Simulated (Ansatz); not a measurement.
InP:

```
In P
1.0
     0.00000    2.76883    2.76883
     2.76883    0.00000    2.76883
     2.76883    2.76883    0.00000
In P
1 1
Direct
  0.00000 0.00000 0.00000
  0.50000 0.50000 0.50000
```

Measurements of this composition are mostly on another form, of space group No. 216.

| Quantity | Value |
| --- | --- |
| Program | Ansatz 0.2.0 |
| Task | relaxation of cell and atoms |
| Functional | PBE |
| Dispersion | D3(BJ) |
| Potentials or basis | Ansatz PAW |
| Cutoff | 420 eV (not typed: the program's choice for these potentials) |
| k mesh | 8 × 8 × 8 |
| Occupations | fermi-dirac, width 0.05 eV |
| Spin | no spin polarisation |

At the start: volume 21.23 Å³/atom.

**Question.** How do energy, volume and symmetry change on relaxing?

**Answer.** It ends after 5 steps and the volume is 20.41 Å³/atom (-3.9 %); space group Fm-3m (No. 225, to 0.05 Å).

Step by step:
| step | energy change (eV) | largest force (eV/Å) | volume (Å³) |
| --- | --- | --- | --- |
| 1 | 0.0000 | 0.0000 | 42.45 |
| 2 | -0.0082 | 0.0000 | 39.68 |
| 3 | -0.0162 | 0.0000 | 40.90 |
| 4 | -0.0163 | 0.0000 | 40.81 |
| 5 | -0.0158 | 0.0000 | 40.81 |

Final structure:
```
In P
1.0
     0.00000    2.73268    2.73268
     2.73268    0.00000    2.73268
     2.73268    2.73268    0.00000
In P
1 1
Direct
  0.00000 0.00000 0.00000
  0.50000 0.50000 0.50000
```

Caveat: the plane-wave basis is chosen anew once the cell has moved, so the energies of steps on either side of that aren't comparable; pairwise dispersion overbinds metals, which lowers pressure and volume.
